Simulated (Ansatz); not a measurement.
# AgBr: how the settings move a single-point run

Question: which choices in the input matter for AgBr?

Program: Ansatz 0.2.0. Level of theory: reference: DFT, r2SCAN, PAW with Ansatz's default frozen-core files, scalar-relativistic. These are calculated values, not measurements.

**1. The structure to begin with**

Symmetry: Fm-3m, No. 225, cubic system. Conventional cell: a = 5.784 Å, b = 5.784 Å, c = 5.784 Å, α = 90.00°, β = 90.00°, γ = 90.00°. Ag (site symmetry m-3m) has 6 Br at 2.89 Å as nearest neighbours. Br (site symmetry m-3m) is surrounded by 6 Ag at 2.89 Å.

Coordinates:

```cif
data_structure
_symmetry_space_group_name_H-M 'P 1'
_symmetry_Int_Tables_number 1
_cell_length_a 4.0901
_cell_length_b 4.0901
_cell_length_c 4.0901
_cell_angle_alpha 60.000
_cell_angle_beta 60.000
_cell_angle_gamma 60.000
_cell_volume 48.38
loop_
_atom_site_label
_atom_site_type_symbol
_atom_site_fract_x
_atom_site_fract_y
_atom_site_fract_z
_atom_site_occupancy
Ag1 Ag 0.00000 0.00000 0.00000 1
Br1 Br 0.50000 0.50000 0.50000 1
```

**2. Baseline**

Contents of input.yaml:

```yaml
crystal:
  lattice:
    - [0.0, 2.8921694793, 2.8921694793]
    - [2.8921694793, 0.0, 2.8921694793]
    - [2.8921694793, 2.8921694793, 0.0]
  atoms:
    - { symbol: Ag, position: [0.0, 0.0, 0.0] }
    - { symbol: Br, position: [0.5, 0.5, 0.5] }
kpoints:
  mp_grid: { grid: [7, 7, 7] }
  band_path:
    path:
      - [0.0, 0.0, 0.0]
      - [0.5, 0.0, 0.5]
      - [0.625, 0.25, 0.625]
      - [0.375, 0.375, 0.75]
      - [0.0, 0.0, 0.0]
      - [0.5, 0.5, 0.5]
      - [0.5, 0.25, 0.75]
      - [0.5, 0.0, 0.5]
    npoints: 14
scf:
  occupations: { method: fermi_dirac, width: 0.02 }
hamiltonian:
  xc: r2scan
  pseudopotentials: { kind: paw }
output:
  forces: true
  stress: true
  eigenvalues: true
  efg: { contact_densities: true }
  populations: true
  bader: true
  dos: { projected: true, de: 0.2, e_range: [-14, 8] }
  write_density: true
  write_potential: true
  elf: true
  volumetric_format: npy
```

The run is started by

```
ansatz run input.yaml --threads 1 --pin off --max-ram 2048MiB --backend cpu --events-out ev --progress --plain --runs-dir out
```

**3. Changed: mp_grid.shift [0.5, 0.5, 0.5], mixing.algorithm msr1, mixing.beta 0.1, preconditioner resta**

input.yaml: that of step 2 with these lines changed.

```diff
@@ -9,3 +9,3 @@
 kpoints:
-  mp_grid: { grid: [7, 7, 7] }
+  mp_grid: { grid: [7, 7, 7], shift: [0.5, 0.5, 0.5] }
   band_path:
@@ -23,2 +23,3 @@
   occupations: { method: fermi_dirac, width: 0.02 }
+  mixing: { algorithm: msr1, beta: 0.1, preconditioner: resta }
 hamiltonian:
@@ -32,4 +33,2 @@
   populations: true
-  bader: true
-  dos: { projected: true, de: 0.2, e_range: [-14, 8] }
   write_density: true
```

Q: Predict the outcome of this session. Wanted: for each run, ending; energy change; pressure; gap; force.

As calculated:

```
                                                                                           run     ending  energy change  pressure (GPa)  gap (eV)  force (eV/Å)  cycles  time
                                                                                     reference  converged              0             0.0      1.36          0.00       6  30 s
1: mp_grid.shift [0.5, 0.5, 0.5], mixing.algorithm msr1, mixing.beta 0.1, preconditioner resta  converged  -0.1 meV/atom             0.0      1.58          0.00       7  20 s
```

Times don't compare one to one where runs were asked for different outputs or read a saved state (see the inputs); cycles may leave out searches for a lower state.

Residual by cycle in the longest SCF loop of each run; runs are numbered as in the table. The quantity is the density residual dr2, in eV.

```
cycle  reference    run 1
    1     0.0233   0.0233
    2    0.00274   0.0175
    3     6.6e-4  0.00106
    4     2.1e-5   3.9e-5
    5     5.1e-7   4.7e-6
    6     1.3e-8   1.0e-7
    7          -   3.4e-9
```

**Reading.** Changing the k-point mesh and mixing moves the energy by -0.1 meV/atom, and the gap on the mesh goes from 1.36 to 1.58 eV. The energy is not variational in the mesh, so the sign tells nothing. A gap read on a mesh depends on which points the mesh holds, and a coarse mesh shifts the density too.

The gaps are Kohn-Sham values of a semilocal functional, not quasiparticle or optical gaps. Such gaps usually fall short of the measured ones.
